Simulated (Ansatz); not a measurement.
Crystal: CdSe (Cadmoselite).

```xyz
4
Lattice="4.3000 0.0000 0.0000 -2.1500 3.7239 0.0000 0.0000 0.0000 7.0200" Properties=species:S:1:pos:R:3 pbc="T T T"
Cd    2.1500    1.2413    3.5100
Cd    0.0000    2.4826    0.0000
Se    2.1500    1.2413    6.2127
Se    0.0000    2.4826    2.7027
```

| Quantity | Value |
| --- | --- |
| Program | Ansatz 0.2.0 |
| Task | relaxation of cell and atoms |
| Functional | B3LYP5 |
| Potentials or basis | Ansatz PAW |
| Cutoff | 420 eV (not typed: the program's choice for these potentials) |
| k mesh | 4 × 4 × 2 |
| Occupations | fermi-dirac, width 0.05 eV |
| Spin | no spin polarisation |

At the start: volume 28.10 Å³/atom.

Problem. Where does the relaxation end?

Solution. It ends after 5 steps and the volume is 30.46 Å³/atom (+8.4 %); space group P6_3mc (No. 186, to 0.05 Å).

Step by step:
```
step  energy change (eV)  largest force (eV/Å)  volume (Å³)
   1              0.0000                0.3133       112.41
   2             -0.1200                0.0551       125.25
   3             -0.1340                0.0327       122.43
   4             -0.1350                0.0002       121.85
   5             -0.1391                0.0003       121.85
```

Final structure:
```
Cd Se
1.0
     4.41998    0.00000    0.00000
    -2.20999    3.82781    0.00000
     0.00000    0.00000    7.20186
Cd Se
2 2
Direct
  0.66667 0.33333 0.50475
  0.33333 0.66667 0.00475
  0.66667 0.33333 0.88025
  0.33333 0.66667 0.38025
```

Caveat: the k mesh is coarse (spacing up to 0.45 Å⁻¹), so the values aren't converged, least of all with exact exchange; the plane-wave basis is chosen anew once the cell has moved, so the energies of steps on either side of that aren't comparable; the PAW data sets come from PBE, with cores solved anew for the run's functional, which leaves a small shift of forces and pressure.
